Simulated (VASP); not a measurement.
Input of a VASP 6.6.1 run:

Contents of INCAR:

```
SYSTEM = Ni
PREC     = Accurate       ! precision mode
ENCUT    = 520            ! plane-wave cutoff, eV
EDIFF    = 1E-6           ! SCF threshold, eV
ISMEAR   = -1             ! smearing method
SIGMA    = 0.1            ! smearing width, eV
LREAL    = .FALSE.        ! projectors in reciprocal space
LASPH    = .TRUE.         ! aspherical terms in the spheres
NELM     = 150            ! most SCF steps
ALGO     = Normal         ! electronic algorithm
ISIF     = 2              ! what is computed and relaxed
LWAVE    = .FALSE.        ! write WAVECAR
LCHARG   = .FALSE.        ! write CHGCAR
MAGMOM   = 0 0 0          ! initial moments
LORBIT   = 11             ! projections on sites
LSORBIT  = .TRUE.         ! spin-orbit coupling
GGA_COMPAT= .FALSE.      
LORBMOM  = .TRUE.       
LMAXMIX  = 4              ! l up to which the mixer works
GGA      = CA             ! functional
NBANDS   = 21             ! bands
```

The input KPOINTS:

```
Automatic mesh
0
G
  16 16 16
  0 0 0
```

The input POSCAR:

```
Ni
1.0
   -1.3602579849      1.3602579849      1.3602579849
    1.3602579849     -1.3602579849      1.3602579849
    1.3602579849      1.3602579849     -1.3602579849
Ni
1
Direct
    0.0000000000      0.0000000000      0.0000000000
```

Potentials or basis: VASP PAW LDA potentials, release 64 (Ni).

Run with:

```sh
$ cat potpaw_LDA.64/Ni/POTCAR > POTCAR
$ mpirun -np 1 vasp_ncl > vasp.out
```

Question: Estimate the pressure.

Answer: -0.1 GPa.

Question: Predict the net moment.

Answer: 0.00 μB per cell.

Moments on the atoms (μB; x, y, z):
```
Ni  0.00 0.00 0.00
```
